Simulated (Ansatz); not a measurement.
Ansatz input file:

```yaml
crystal:
  lattice:
    - [2.4588140226, 0.0, 0.0]
    - [-1.2294070113, 17.1782524199, 0.0]
    - [0.0, 0.0, 26.2691848576]
  atoms:
    - { symbol: C, position: [0.5025609637, 0.0051219273, 0.2855056234] }
    - { symbol: C, position: [0.0051219273, 0.0102438546, 0.3123174205] }
    - { symbol: C, position: [0.2564024091, 0.5128048183, 0.325723319] }
    - { symbol: C, position: [0.7589633728, 0.5179267456, 0.3525351161] }
    - { symbol: C, position: [0.0102438546, 0.0204877093, 0.3659410146] }
    - { symbol: C, position: [0.5128048183, 0.0256096366, 0.3927528117] }
    - { symbol: C, position: [0.7640853001, 0.5281706002, 0.4061587103] }
    - { symbol: C, position: [0.2666462638, 0.5332925275, 0.4329705073] }
    - { symbol: C, position: [0.5179267456, 0.0358534912, 0.4463764059] }
    - { symbol: C, position: [0.0204877093, 0.0409754185, 0.4731882029] }
    - { symbol: C, position: [0.2717681911, 0.5435363822, 0.4865941015] }
    - { symbol: C, position: [0.7743291547, 0.5486583095, 0.5134058985] }
    - { symbol: C, position: [0.0256096366, 0.0512192731, 0.5268117971] }
    - { symbol: C, position: [0.5281706002, 0.0563412005, 0.5536235941] }
    - { symbol: C, position: [0.7794510821, 0.5589021641, 0.5670294927] }
    - { symbol: C, position: [0.2820120457, 0.5640240914, 0.5938412897] }
    - { symbol: C, position: [0.5332925275, 0.0665850551, 0.6072471883] }
    - { symbol: C, position: [0.0358534912, 0.0717069824, 0.6340589854] }
    - { symbol: C, position: [0.287133973, 0.5742679461, 0.6474648839] }
    - { symbol: C, position: [0.7896949367, 0.5793898734, 0.674276681] }
    - { symbol: C, position: [0.0409754185, 0.081950837, 0.6876825795] }
    - { symbol: C, position: [0.5435363822, 0.0870727643, 0.7144943766] }
basis:
  ecutwfc: 420
kpoints:
  mp_grid: { grid: [14, 2, 1] }
hamiltonian:
  xc: pbesol
scf:
  occupations: { method: gaussian, width: 0.1 }
output:
  forces: true
  eigenvalues: true
  write_density: true
  write_potential: true
  elf: true
  volumetric_format: npy
relax:
  adjacent_minimum: "off"
  f_tol: 0.02
  max_steps: 60
efield:
  axis: 3
  dipole_correction: true
  ramp_width: 0.04
```

Run as
```bash
ansatz run input.yaml --threads 2 --pin off --max-ram 5120MiB --backend cpu --events-out ev --progress --plain --runs-dir out
```

These are results of Ansatz, DFT PBEsol, scalar-relativistic, plane waves, PAW, not measurements.

Abridged output (iterations and final results):

```
SCF iter   1: F=—  HF=-5413.439791 eV  |F-HF|=—  |Δ(HF+E_count)|=         —  Δρ=1.28e-2  dr2=4.17e0  ethr=1.77e-3  p=0.000 e·Å  D=4.95e-13 V/Å  ΔV_dip= 0.00 eV  dr2_dipole=1.58e-8  V_vac-E_F(+/−)=6.63/6.64 eV  ⟨swp⟩=14.5  Hψ=7869  notcnv=0  defer=154
efield: sawtooth ramp at fractional position 0.9800 (placed from the atoms, in the widest stretch of the axis that holds none; the zero of the levels goes with the place), width 0.0400; the density the first Hamiltonian is built on has a dipole p = 0.000 e·Å; the dipole correction subtracts the counter field D = 4.95e-13 V/Å, which shifts the + side's vacuum level by  0.00 eV against the − side's; the planar-averaged density in the ramp window peaks in size at 5.2e-5 e/Å³
SCF iter   2: F=—  HF=-5413.198500 eV  |F-HF|=—  |Δ(HF+E_count)|=   2.41e-1  Δρ=7.75e-3  dr2=1.68e0  ethr=1.77e-3  p=0.000 e·Å  D=4.84e-5 V/Å  ΔV_dip= 0.00 eV  dr2_dipole=2.12e-6  V_vac-E_F(+/−)=6.32/6.32 eV  ⟨swp⟩=3.5  Hψ=1928  notcnv=0  defer=217
SCF iter   3: F=—  HF=-5413.131118 eV  |F-HF|=—  |Δ(HF+E_count)|=   6.74e-2  Δρ=5.29e-3  dr2=4.96e-1  ethr=1.77e-3  p=0.000 e·Å  D=8.08e-5 V/Å  ΔV_dip= 0.00 eV  dr2_dipole=1.65e-6  V_vac-E_F(+/−)=6.22/6.22 eV  ⟨swp⟩=2.0  Hψ=938  notcnv=0  defer=217
SCF iter   4: F=—  HF=-5413.114491 eV  |F-HF|=—  |Δ(HF+E_count)|=   1.66e-2  Δρ=3.76e-3  dr2=2.78e-1  ethr=5.64e-4  p=0.001 e·Å  D=1.36e-4 V/Å  ΔV_dip= 0.00 eV  dr2_dipole=1.65e-6  V_vac-E_F(+/−)=6.05/6.06 eV  ⟨swp⟩=2.1  Hψ=1533  notcnv=0  defer=229
SCF iter   5: F=—  HF=-5413.075499 eV  |F-HF|=—  |Δ(HF+E_count)|=   3.90e-2  Δρ=2.06e-3  dr2=7.12e-2  ethr=3.15e-4  p=0.001 e·Å  D=1.49e-4 V/Å  ΔV_dip= 0.00 eV  dr2_dipole=1.15e-5  V_vac-E_F(+/−)=5.94/5.94 eV  ⟨swp⟩=2.0  Hψ=1385  notcnv=0  defer=229
SCF iter   6: F=—  HF=-5413.071919 eV  |F-HF|=—  |Δ(HF+E_count)|=   3.58e-3  Δρ=1.32e-3  dr2=4.25e-2  ethr=8.10e-5  p=0.000 e·Å  D=7.63e-5 V/Å  ΔV_dip= 0.00 eV  dr2_dipole=2.35e-5  V_vac-E_F(+/−)=5.98/5.98 eV  ⟨swp⟩=2.4  Hψ=1496  notcnv=0  defer=223
SCF iter   7: F=—  HF=-5413.068444 eV  |F-HF|=—  |Δ(HF+E_count)|=   3.48e-3  Δρ=6.12e-4  dr2=1.13e-2  ethr=4.83e-5  p=0.000 e·Å  D=2.98e-5 V/Å  ΔV_dip= 0.00 eV  dr2_dipole=1.52e-7  V_vac-E_F(+/−)=5.97/5.97 eV  ⟨swp⟩=2.0  Hψ=961  notcnv=0  defer=223
SCF iter   8: F=—  HF=-5413.068144 eV  |F-HF|=—  |Δ(HF+E_count)|=   3.01e-4  Δρ=2.81e-4  dr2=1.83e-3  ethr=1.29e-5  p= 0.000 e·Å  D=-1.77e-5 V/Å  ΔV_dip=0.00 eV  dr2_dipole=1.76e-5  V_vac-E_F(+/−)=6.01/6.01 eV  ⟨swp⟩=1.6  Hψ=1318  notcnv=0  defer=222
SCF iter   9: F=—  HF=-5413.068084 eV  |F-HF|=—  |Δ(HF+E_count)|=   5.96e-5  Δρ=2.00e-4  dr2=1.17e-3  ethr=2.08e-6  p= 0.000 e·Å  D=-2.15e-5 V/Å  ΔV_dip=0.00 eV  dr2_dipole=7.60e-7  V_vac-E_F(+/−)=6.04/6.04 eV  ⟨swp⟩=2.4  Hψ=1339  notcnv=0  defer=222
SCF iter  10: F=—  HF=-5413.068048 eV  |F-HF|=—  |Δ(HF+E_count)|=   3.59e-5  Δρ=9.05e-5  dr2=2.69e-4  ethr=1.33e-6  p= 0.000 e·Å  D=-9.70e-6 V/Å  ΔV_dip=0.00 eV  dr2_dipole=2.86e-6  V_vac-E_F(+/−)=6.06/6.06 eV  ⟨swp⟩=1.0  Hψ=822  notcnv=0  defer=222
SCF iter  11: F=—  HF=-5413.068054 eV  |F-HF|=—  |Δ(HF+E_count)|=   5.82e-6  Δρ=8.77e-5  dr2=2.15e-4  ethr=3.06e-7  p= 0.000 e·Å  D=-5.33e-6 V/Å  ΔV_dip=0.00 eV  dr2_dipole=6.37e-7  V_vac-E_F(+/−)=6.06/6.06 eV  ⟨swp⟩=1.5  Hψ=830  notcnv=0  defer=222
SCF iter  12: F=—  HF=-5413.068056 eV  |F-HF|=—  |Δ(HF+E_count)|=   1.61e-6  Δρ=6.38e-5  dr2=9.02e-5  ethr=2.45e-7  p= 0.000 e·Å  D=-2.04e-6 V/Å  ΔV_dip=0.00 eV  dr2_dipole=1.60e-7  V_vac-E_F(+/−)=6.06/6.06 eV  ⟨swp⟩=1.0  Hψ=822  notcnv=0  defer=222
SCF iter  13: F=-5413.068055 eV  HF=-5413.068059 eV  |F-HF|=3.55e-6  |Δ(HF+E_count)|=   2.74e-6  Δρ=1.48e-5  dr2=8.77e-6  ethr=1.14e-8  p=0.000 e·Å  D=3.82e-6 V/Å  ΔV_dip= 0.00 eV  dr2_dipole=1.70e-7  V_vac-E_F(+/−)=6.06/6.06 eV  ⟨swp⟩=34.6  Hψ=12911  notcnv=0
SCF 1 converged in 13 iterations: F = -5413.068055 eV  dr2 = 8.77e-6
relax step   1: F+E_penalty+E_count = -5413.06805501 eV  Δ(F+E_penalty+E_count) = +0.000e0 eV  max|allowed force component| = 2.822e0 eV/Å  Δτ_max = 0.0000 Å  (13 SCF iters, dr2 threshold 1.00e-5 eV, accepted)
Initial density: handed on by an earlier stage of this run
Initial wavefunctions: those handed on with the density
SCF iter   1: F=—  HF=-5413.350537 eV  |F-HF|=—  |Δ(HF+E_count)|=         —  Δρ=2.50e-3  dr2=9.07e-2  ethr=9.97e-5  p=0.000 e·Å  D=3.82e-6 V/Å  ΔV_dip= 0.00 eV  dr2_dipole=2.64e-7  V_vac-E_F(+/−)=5.98/5.98 eV  ⟨swp⟩=2.0  Hψ=2854  notcnv=0  defer=235
efield: sawtooth ramp at fractional position 0.9800 (handed on by an earlier solve), width 0.0400; the density the first Hamiltonian is built on has a dipole p = 0.000 e·Å; the dipole correction subtracts the counter field D = 3.82e-6 V/Å, which shifts the + side's vacuum level by  0.00 eV against the − side's; the planar-averaged density in the ramp window peaks in size at 6.8e-8 e/Å³
SCF iter   2: F=—  HF=-5413.332440 eV  |F-HF|=—  |Δ(HF+E_count)|=   1.81e-2  Δρ=1.45e-3  dr2=2.27e-2  ethr=9.97e-5  p=0.000 e·Å  D=1.27e-5 V/Å  ΔV_dip= 0.00 eV  dr2_dipole=9.90e-7  V_vac-E_F(+/−)=5.91/5.92 eV  ⟨swp⟩=2.0  Hψ=1402  notcnv=0  defer=235
SCF iter   3: F=—  HF=-5413.328874 eV  |F-HF|=—  |Δ(HF+E_count)|=   3.57e-3  Δρ=4.75e-4  dr2=3.34e-3  ethr=2.58e-5  p=0.000 e·Å  D=8.94e-6 V/Å  ΔV_dip= 0.00 eV  dr2_dipole=5.55e-7  V_vac-E_F(+/−)=5.92/5.92 eV  ⟨swp⟩=2.0  Hψ=1494  notcnv=0  defer=235
SCF iter   4: F=—  HF=-5413.329172 eV  |F-HF|=—  |Δ(HF+E_count)|=   2.98e-4  Δρ=2.26e-4  dr2=5.84e-4  ethr=3.79e-6  p=0.000 e·Å  D=1.44e-5 V/Å  ΔV_dip= 0.00 eV  dr2_dipole=8.95e-9  V_vac-E_F(+/−)=5.90/5.90 eV  ⟨swp⟩=2.1  Hψ=1114  notcnv=0  defer=235
SCF iter   5: F=—  HF=-5413.329257 eV  |F-HF|=—  |Δ(HF+E_count)|=   8.49e-5  Δρ=1.01e-4  dr2=1.46e-4  ethr=6.64e-7  p=0.000 e·Å  D=1.11e-5 V/Å  ΔV_dip= 0.00 eV  dr2_dipole=3.76e-7  V_vac-E_F(+/−)=5.89/5.89 eV  ⟨swp⟩=2.1  Hψ=1357  notcnv=0  defer=235
SCF iter   6: F=-5413.329310 eV  HF=-5413.329317 eV  |F-HF|=6.82e-6  |Δ(HF+E_count)|=   5.98e-5  Δρ=5.03e-5  dr2=3.38e-5  ethr=1.14e-7  p=0.000 e·Å  D=4.28e-6 V/Å  ΔV_dip= 0.00 eV  dr2_dipole=6.15e-8  V_vac-E_F(+/−)=5.89/5.89 eV  ⟨swp⟩=25.8  Hψ=11829  notcnv=0
SCF 2 converged in 6 iterations: F = -5413.329310 eV  dr2 = 3.38e-5
relax step   2: F+E_penalty+E_count = -5413.32931015 eV  Δ(F+E_penalty+E_count) = -2.613e-1 eV  max|allowed force component| = 1.986e0 eV/Å  Δτ_max = 0.0166 Å  (6 SCF iters, dr2 threshold 1.00e-4 eV, accepted)
SCF iter   1: F=—  HF=-5413.575138 eV  |F-HF|=—  |Δ(HF+E_count)|=         —  Δρ=5.79e-3  dr2=3.58e-1  ethr=4.14e-4  p=0.000 e·Å  D=4.28e-6 V/Å  ΔV_dip= 0.00 eV  dr2_dipole=1.30e-6  V_vac-E_F(+/−)=5.67/5.67 eV  ⟨swp⟩=1.5  Hψ=3418  notcnv=0  defer=217
   ...
SCF iter   6: F=—  HF=-5413.556533 eV  |F-HF|=—  |Δ(HF+E_count)|=   2.81e-6  Δρ=1.89e-5  dr2=7.76e-6  ethr=1.41e-8  p= 0.000 e·Å  D=-1.09e-6 V/Å  ΔV_dip=0.00 eV  dr2_dipole=1.50e-9  V_vac-E_F(+/−)=5.60/5.60 eV  ⟨swp⟩=1.7  Hψ=868  notcnv=0  defer=167
SCF iter   7: F=—  HF=-5413.556534 eV  |F-HF|=—  |Δ(HF+E_count)|=   1.81e-6  Δρ=1.05e-5  dr2=2.31e-6  ethr=8.81e-9  p= 0.000 e·Å  D=-1.88e-7 V/Å  ΔV_dip=0.00 eV  dr2_dipole=1.18e-10  V_vac-E_F(+/−)=5.59/5.59 eV  ⟨swp⟩=2.0  Hψ=1304  notcnv=0  defer=167
SCF iter   8: F=-5413.556535 eV  HF=-5413.556534 eV  |F-HF|=1.59e-6  |Δ(HF+E_count)|=   5.96e-7  Δρ=4.77e-6  dr2=2.34e-7  ethr=1.49e-9  p= 0.000 e·Å  D=-2.86e-7 V/Å  ΔV_dip=0.00 eV  dr2_dipole=7.14e-10  V_vac-E_F(+/−)=5.59/5.59 eV  ⟨swp⟩=21.4  Hψ=9254  notcnv=0
SCF 5 converged in 8 iterations: F = -5413.556535 eV  dr2 = 2.34e-7
relax step   5: F+E_penalty+E_count = -5413.55653546 eV  Δ(F+E_penalty+E_count) = -1.430e-3 eV  max|allowed force component| = 4.195e-2 eV/Å  Δτ_max = 0.0059 Å  (8 SCF iters, dr2 threshold 1.31e-6 eV, accepted)
SCF iter   1: F=—  HF=-5413.556678 eV  |F-HF|=—  |Δ(HF+E_count)|=         —  Δρ=1.22e-4  dr2=1.60e-4  ethr=1.93e-6  p= 0.000 e·Å  D=-2.86e-7 V/Å  ΔV_dip=0.00 eV  dr2_dipole=8.21e-10  V_vac-E_F(+/−)=5.59/5.59 eV  ⟨swp⟩=2.1  Hψ=1962  notcnv=0
efield: sawtooth ramp at fractional position 0.9800 (handed on by an earlier solve), width 0.0400; the density the first Hamiltonian is built on has a dipole p =  0.000 e·Å; the dipole correction subtracts the counter field D = -2.86e-7 V/Å, which shifts the + side's vacuum level by +0.00 eV against the − side's; the planar-averaged density in the ramp window peaks in size at 5.4e-8 e/Å³
SCF iter   2: F=—  HF=-5413.556620 eV  |F-HF|=—  |Δ(HF+E_count)|=   5.84e-5  Δρ=6.99e-5  dr2=7.45e-5  ethr=1.82e-7  p= 0.000 e·Å  D=-3.96e-9 V/Å  ΔV_dip=0.00 eV  dr2_dipole=3.59e-8  V_vac-E_F(+/−)=5.59/5.59 eV  ⟨swp⟩=2.0  Hψ=1788  notcnv=0
SCF iter   3: F=—  HF=-5413.556593 eV  |F-HF|=—  |Δ(HF+E_count)|=   2.71e-5  Δρ=4.00e-5  dr2=3.39e-5  ethr=8.46e-8  p= 0.000 e·Å  D=-3.02e-8 V/Å  ΔV_dip=0.00 eV  dr2_dipole=7.21e-10  V_vac-E_F(+/−)=5.59/5.59 eV  ⟨swp⟩=2.1  Hψ=1421  notcnv=0
SCF iter   4: F=—  HF=-5413.556594 eV  |F-HF|=—  |Δ(HF+E_count)|=   8.93e-7  Δρ=2.88e-5  dr2=1.73e-5  ethr=3.85e-8  p=0.000 e·Å  D=1.53e-6 V/Å  ΔV_dip= 0.00 eV  dr2_dipole=7.63e-9  V_vac-E_F(+/−)=5.59/5.59 eV  ⟨swp⟩=2.0  Hψ=1201  notcnv=0
SCF iter   5: F=—  HF=-5413.556596 eV  |F-HF|=—  |Δ(HF+E_count)|=   2.22e-6  Δρ=1.59e-5  dr2=5.44e-6  ethr=1.97e-8  p=0.000 e·Å  D=1.47e-7 V/Å  ΔV_dip= 0.00 eV  dr2_dipole=5.94e-9  V_vac-E_F(+/−)=5.59/5.59 eV  ⟨swp⟩=2.4  Hψ=1107  notcnv=0
SCF iter   6: F=—  HF=-5413.556598 eV  |F-HF|=—  |Δ(HF+E_count)|=   1.98e-6  Δρ=4.97e-6  dr2=6.00e-7  ethr=6.18e-9  p=0.000 e·Å  D=4.36e-7 V/Å  ΔV_dip= 0.00 eV  dr2_dipole=1.54e-9  V_vac-E_F(+/−)=5.59/5.59 eV  ⟨swp⟩=2.0  Hψ=1279  notcnv=0
SCF iter   7: F=—  HF=-5413.556598 eV  |F-HF|=—  |Δ(HF+E_count)|=   4.41e-7  Δρ=2.25e-6  dr2=1.08e-7  ethr=6.82e-10  p= 0.000 e·Å  D=-4.10e-10 V/Å  ΔV_dip=0.00 eV  dr2_dipole=1.04e-10  V_vac-E_F(+/−)=5.59/5.59 eV  ⟨swp⟩=2.0  Hψ=1376  notcnv=0
SCF iter   8: F=-5413.556599 eV  HF=-5413.556598 eV  |F-HF|=1.62e-7  |Δ(HF+E_count)|=   1.33e-7  Δρ=1.20e-6  dr2=2.49e-8  ethr=1.14e-10  p= 0.000 e·Å  D=-1.55e-7 V/Å  ΔV_dip=0.00 eV  dr2_dipole=2.60e-10  V_vac-E_F(+/−)=5.59/5.59 eV  ⟨swp⟩=16.8  Hψ=7767  notcnv=0
SCF iter   9: F=-5413.556599 eV  HF=-5413.556598 eV  |F-HF|=5.47e-8  |Δ(HF+E_count)|=   1.13e-7  Δρ=8.43e-7  dr2=1.46e-8  ethr=2.83e-11  p= 0.000 e·Å  D=-1.92e-7 V/Å  ΔV_dip=0.00 eV  dr2_dipole=8.61e-11  V_vac-E_F(+/−)=5.59/5.59 eV  ⟨swp⟩=10.5  Hψ=6774  notcnv=0
SCF iter  10: F=-5413.556599 eV  HF=-5413.556599 eV  |F-HF|=3.53e-8  |Δ(HF+E_count)|=   2.46e-8  Δρ=5.82e-7  dr2=6.68e-9  ethr=1.66e-11  p= 0.000 e·Å  D=-2.32e-7 V/Å  ΔV_dip=0.00 eV  dr2_dipole=4.00e-11  V_vac-E_F(+/−)=5.59/5.59 eV  ⟨swp⟩=9.3  Hψ=6579  notcnv=0
SCF 6 converged in 10 iterations: F = -5413.556599 eV  dr2 = 6.68e-9
relax step   6: F+E_penalty+E_count = -5413.55659856 eV  Δ(F+E_penalty+E_count) = -6.310e-5 eV  max|allowed force component| = 1.094e-2 eV/Å  Δτ_max = 0.0012 Å  (10 SCF iters, accepted)
WARN: The output density's exchange-correlation potential varies sharply where the density is thin. Do not read a vacuum level from v_tot or v_xc, or from such a field of the output density. On a cell that repeats whose density bears no net charge and no dipole along the vacuum's axis use v_es (v_loc + v_h of the components); under efield.dipole_correction with no amplitude use v_es + v_field, which holds any external_charges[].barrier, or the levels of the report's work_function block, which leave it out; under a non-zero efield.amplitude the vacuum is tilted and has no level; on a cell that repeats and bears such a dipole with no correction it is tilted too, and efield.dipole_correction wi ...
SCF converged after 10 iterations
Free energy (F): -5413.556599 eV
Harris-Foulkes:  -5413.556599 eV  (|F-HF|=3.53e-8)
Internal energy: -5413.505388 eV  (E = F + TS)
E sigma→0 (E₀):  -5413.530993 eV
Entropy (-TS):   -0.051211 eV (-2.328 meV/atom)
Fermi energy:    -3.168744 eV
Dipole field:    D = 0.000003 V/Å  (p = 0.000021 e·Å, saw-weighted, corrected)
Work function:   Φ+ = 5.5946 eV   Φ− = 5.5947 eV
Levels:          The Fermi level and band energies are counted from a zero that moves with the ramp; work functions are not
--- Per-component energies (eV) ---
  E_band       = -1048.416229
  E_kinetic    = 1977.797906
  E_local      = -34608.119624  (includes V_loc(G=0)·N_el)
  E_nonlocal   = 606.813318
  E_hartree    = 16206.990915
  E_xc         = -1038.196543
  E_vxc        = -1289.150808  (∫ρ·V_xc dr)
  E_paw        = -2098.160891  (= ΣΔE_a)
  E_vpaw       = -149.740612  (= ΣTr[D̂ρ^β])
  E_aug_tail   = 0.000178  (compensation charges beyond the density's cutoff)
  E_efield     = 0.000000  (sawtooth field / dipole correction)
  E_vefield    = 0.000000  (∫n·V_field dr)
  E_ewald      = 13538.905142
  E_core_change = 0.464211  (= ΣΔE_core)
  E_smearing   = -0.051211  (= −TS)
--- Forces (eV/Å), atoms counted from 1 ---
  atom   1  C     -0.00092053     0.00073741     0.00167455
  atom   2  C      0.00019559    -0.00007431     0.01093537
  atom   3  C     -0.00002598     0.00003844    -0.00054829
  atom   4  C     -0.00007321     0.00039079     0.00948142
  atom   5  C      0.00134977     0.00041064    -0.00626533
  atom   6  C     -0.00052094    -0.00102705    -0.00297659
  atom   7  C     -0.00003027    -0.00071348    -0.00454466
  atom   8  C      0.00014065    -0.00063553    -0.00068894
  atom   9  C     -0.00014950    -0.00025667    -0.00362504
  atom  10  C      0.00006754    -0.00089381    -0.00167426
  atom  11  C      0.00022948     0.00005182    -0.00212958
  atom  12  C     -0.00030935    -0.00003094     0.00208921
  atom  13  C     -0.00001268     0.00110348     0.00173153
  atom  14  C      0.00002607     0.00058314     0.00375449
  atom  15  C     -0.00066500     0.00067325     0.00089074
  atom  16  C      0.00139428     0.00010685     0.00473345
  atom  17  C     -0.00041278     0.00055189     0.00277708
  atom  18  C      0.00117629     0.00027923     0.00605383
  atom  19  C      0.00025920     0.00030737    -0.00967152
  atom  20  C     -0.00091953    -0.00016724     0.00039318
  atom  21  C      0.00001073    -0.00074013    -0.01069159
  atom  22  C     -0.00080833    -0.00066727    -0.00170798
--- Band table (eV; the first three rows and the last of 16) ---
  k-point 0: bands = ["-22.5649", "-22.5299", "-22.1323", "-21.8817", "-21.3695", "-20.8285", "-20.3582", "-19.4496", "-19.1163", "-17.8867", "-17.7944", "-15.1866", "-14.8766", "-13.1925", "-12.4523", "-11.0942", "-10.6709", "-10.6228", "-10.1629", "-9.9498", "-9.8926", "-9.5980", "-9.5943", "-9.3499", "-9.3296", "-9.2110", "-8.9997", "-8.7935", "-8.7829", "-8.4929", "-8.2822", "-8.1138", "-7.6522", "-7.5362", "-7.4674", "-7.3610", "-7.1267", "-7.0800", "-6.7709", "-6.6045", "-6.1910", "-6.0481", "-3.0959", "-3.0436", "-2.9833", "-2.9393", "-0.6214", "-0.3821", "0.3439", "1.0002", "1.0237", "1.1420", "1.1605", "1.6901", "1.7178", "1.7743", "1.7886", "2.2965", "2.3262", "2.3915", "2.4614", " ...
  k-point 1: bands = ["-22.5649", "-22.5299", "-22.1323", "-21.8817", "-21.3695", "-20.8285", "-20.3582", "-19.4496", "-19.1163", "-17.8867", "-17.7944", "-15.1866", "-14.8766", "-13.1925", "-12.4522", "-11.0942", "-10.6709", "-10.6228", "-10.1629", "-9.9498", "-9.8926", "-9.5980", "-9.5943", "-9.3500", "-9.3296", "-9.2110", "-8.9997", "-8.7935", "-8.7829", "-8.4929", "-8.2822", "-8.1138", "-7.6522", "-7.5362", "-7.4673", "-7.3609", "-7.1267", "-7.0799", "-6.7709", "-6.6044", "-6.1910", "-6.0481", "-3.0959", "-3.0435", "-2.9832", "-2.9392", "-0.6213", "-0.3820", "0.5104", "0.5516", "1.1200", "1.1527", "1.2793", "1.7173", "1.8804", "1.8836", "1.9775", "2.0292", "2.3871", "2.4019", "2.5182", " ...
  k-point 2: bands = ["-22.4745", "-22.4395", "-22.0426", "-21.7924", "-21.2811", "-20.7412", "-20.2719", "-19.3662", "-19.0336", "-17.8094", "-17.7170", "-15.1156", "-14.8072", "-13.1364", "-12.4023", "-11.0678", "-10.5616", "-10.5134", "-10.0540", "-10.0065", "-9.9814", "-9.9248", "-9.7837", "-9.7297", "-9.5854", "-9.2216", "-9.1588", "-9.0472", "-8.8448", "-8.6750", "-8.4385", "-8.1750", "-8.0448", "-7.7486", "-7.5630", "-7.3596", "-7.1455", "-7.1204", "-7.0193", "-6.9561", "-6.0808", "-5.9382", "-3.0773", "-3.0371", "-3.0003", "-2.9653", "-0.6526", "-0.4154", "0.4685", "1.1116", "1.1196", "1.1359", "1.2842", "1.7208", "1.8006", "1.8664", "1.9111", "2.4167", "2.4272", "2.5215", "2.5882",  ...
  k-point 15: bands = ["-18.2796", "-18.2708", "-18.2486", "-18.2485", "-17.9162", "-17.9002", "-17.7183", "-17.7182", "-17.4875", "-16.7561", "-16.5220", "-16.5219", "-16.2262", "-16.0185", "-15.3842", "-15.3841", "-15.1111", "-15.0679", "-14.1658", "-14.1657", "-14.0966", "-14.0331", "-11.4394", "-11.3542", "-11.2062", "-11.2061", "-10.3790", "-10.1432", "-9.9888", "-9.9888", "-9.7512", "-5.8107", "-5.7788", "-5.7773", "-5.7772", "-5.6185", "-5.5404", "-5.4910", "-5.4909", "-5.4438", "-3.7010", "-3.6877", "-3.6847", "-3.6847", "-2.8261", "-2.8057", "-2.8056", "-2.8040", "-1.3929", "-1.2772", "-1.2769", "-1.1917", "-1.0540", "-0.7118", "-0.7116", "-0.6307", "-0.5846", "4.5881", "4.9355", "4 ...
--- Relaxed structure (6 steps of the walk, 6 accepted, 0 SCFs on fresh bases) ---
  F+E_penalty+E_count = -5413.55659856 eV   max|allowed force component| = 1.094e-2 eV/Å
  atoms:
    - { symbol: C, position: [0.50302191, 0.00602716, 0.28721308] }
    - { symbol: C, position: [0.00525159, 0.01049976, 0.31050520] }
    - { symbol: C, position: [0.25622317, 0.51241507, 0.32745787] }
    - { symbol: C, position: [0.75848884, 0.51694641, 0.35081557] }
    - { symbol: C, position: [0.01050741, 0.02108778, 0.36605487] }
    - { symbol: C, position: [0.51301563, 0.02609049, 0.39233299] }
    - { symbol: C, position: [0.76382041, 0.52761963, 0.40635858] }
    - { symbol: C, position: [0.26633210, 0.53264495, 0.43263227] }
    - { symbol: C, position: [0.51816191, 0.03636852, 0.44640195] }
    - { symbol: C, position: [0.02069099, 0.04142703, 0.47302518] }
    - { symbol: C, position: [0.27149035, 0.54295844, 0.48674453] }
    - { symbol: C, position: [0.77401890, 0.54801077, 0.51330772] }
    - { symbol: C, position: [0.02581741, 0.05167883, 0.52693994] }
    - { symbol: C, position: [0.52835751, 0.05675870, 0.55356149] }
    - { symbol: C, position: [0.77916181, 0.55830717, 0.56742132] }
    - { symbol: C, position: [0.28165864, 0.56331583, 0.59369646] }
    - { symbol: C, position: [0.53353541, 0.06711777, 0.60762410] }
    - { symbol: C, position: [0.03605830, 0.07217218, 0.63389802] }
    - { symbol: C, position: [0.28700333, 0.57393592, 0.64924413] }
    - { symbol: C, position: [0.78926549, 0.57844641, 0.67260346] }
    - { symbol: C, position: [0.04146023, 0.08289285, 0.68943664] }
    - { symbol: C, position: [0.54372936, 0.08741983, 0.71272452] }
```

The relaxation met its thresholds.

Time: 7.1 min on 2 threads of Intel(R) Xeon(R) Platinum 8488C (Sapphire Rapids), with other jobs on the host, peak memory 1.7 GiB.